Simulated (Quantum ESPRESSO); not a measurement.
HfO2 in Quantum ESPRESSO: the effect of functional

HfO2:

```xyz
3
Lattice="0.0000 2.5575 2.5575 2.5575 0.0000 2.5575 2.5575 2.5575 0.0000" Properties=species:S:1:pos:R:3 pbc="T T T"
Hf    0.0000    0.0000    0.0000
O     3.8363    3.8363    3.8363
O     1.2788    1.2788    1.2788
```

Measurements of this composition are mostly on another form, of space group No. 14.

Alike in all runs:

| Property | Result |
| --- | --- |
| Program | Quantum ESPRESSO 7.5 |
| Task | band structure |
| Potentials or basis | SG15 PBE 1.2 |
| Cutoff | 1197 eV |
| Density cutoff | 4789 eV |
| k mesh | 9 × 9 × 9 |
| Occupations | fermi-dirac, width 0.05 eV |
| Spin | no spin polarisation |

```csv
functional,gap on the mesh (eV),pressure (GPa)
LDA,?,?
PBEsol,3.69,-10.4
PBE,3.79,-3.1
RPBE,3.94,3.6
AM05,3.72,-9.9
```

Task: What does the run with functional LDA give?

Result: gap on the mesh 3.52 eV; pressure -18.8 GPa.

Caveats: spin-orbit coupling is left out, which moves the levels of the heavy elements; the mesh misses the band edges, which the band path finds closer together; the potentials were made for another functional, which shifts forces and pressure (some runs).
